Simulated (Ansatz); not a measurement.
Born–Oppenheimer molecular dynamics of a periodic cell of 23 atoms, Mg$_{8}$H$_{15}$ (host MgH2, host structure Pbca, one H atom removed), cell charge -1. It starts from an unrelaxed structure (largest force component 0.40 eV/Å).

These are results of Ansatz, DFT PBE, scalar-relativistic, plane waves, PAW, not measurements. Settings: accuracy low, cutoff 420 eV, k mesh 2x1x2, fermi-dirac smearing 0.05 eV, no spin polarisation.

* ensemble: NVT, Langevin thermostat
* time step: 0.5 fs
* steps asked: 200
* set temperature: 500 K
* friction: 1 /fs
* seed: 389764

First frame:

```xyz
23
Lattice="4.7219 0.0000 0.0000 0.0000 9.3058 0.0000 0.0000 0.0000 4.8703" Properties=species:S:1:pos:R:3
Mg 1.298 1.096 0.139
Mg 1.063 8.210 2.575
Mg 3.424 5.749 2.296
Mg 3.659 1.096 2.296
Mg 3.659 3.557 4.731
Mg 1.298 3.557 2.575
Mg 1.063 5.749 0.139
Mg 3.424 8.210 4.731
H 2.415 4.418 1.180
H 0.054 0.235 3.691
H 4.668 4.888 3.615
H 1.588 6.550 1.839
H 1.588 7.409 4.274
H 2.307 9.071 1.256
H 4.668 9.071 1.180
H 3.949 7.409 3.031
H 3.949 6.550 0.596
H 2.415 0.235 3.615
H 2.307 4.888 3.691
H 3.134 1.897 0.596
H 0.773 2.756 4.274
H 0.773 1.897 1.839
H 3.134 2.756 3.031
```

**Question.** What does the run give?

**Answer.** All steps were run.

```json
{
  "steps done": "200",
  "time covered": "100 fs",
  "mean temperature over the second half": "500 K",
  "spread of the potential energy over the second half": "5.2 meV per atom",
  "mean potential energy of the second half above the start": "40.5 meV per atom"
}
```

A run of 0.1 ps of so small a system gives no equilibrium averages. The friction is so strong that the motion is overdamped, so the time scale means little. Limits of this set-up: coarse k mesh, low accuracy level, charged cell in a uniform background, uncorrected.

**Question.** What happens to the structure?

**Answer.** Mean squared displacements from the first frame to the last, about the centre of mass: Mg 0.01 Å², H 0.06 Å². The details hang on the random start.

**Question.** How do temperature and energy run in time?

**Answer.** 
```tsv
time (fs)	T (K)	potential energy less start (eV)
0.0	478	0.000
5.0	541	0.209
10.0	687	0.535
15.0	410	0.459
20.0	433	0.497
25.0	461	0.711
30.0	467	0.719
35.0	437	0.796
40.0	657	0.804
45.0	429	0.763
50.0	620	0.856
55.0	514	0.758
60.0	667	0.933
65.0	510	0.779
70.0	645	0.801
75.0	476	0.930
80.0	465	1.162
85.0	540	0.989
90.0	354	1.051
95.0	357	0.934
100.0	511	0.981
```

Time of the run: 6.8 min on 1 thread of Arm Neoverse V1, on a shared host, peak memory 0.44 GiB.
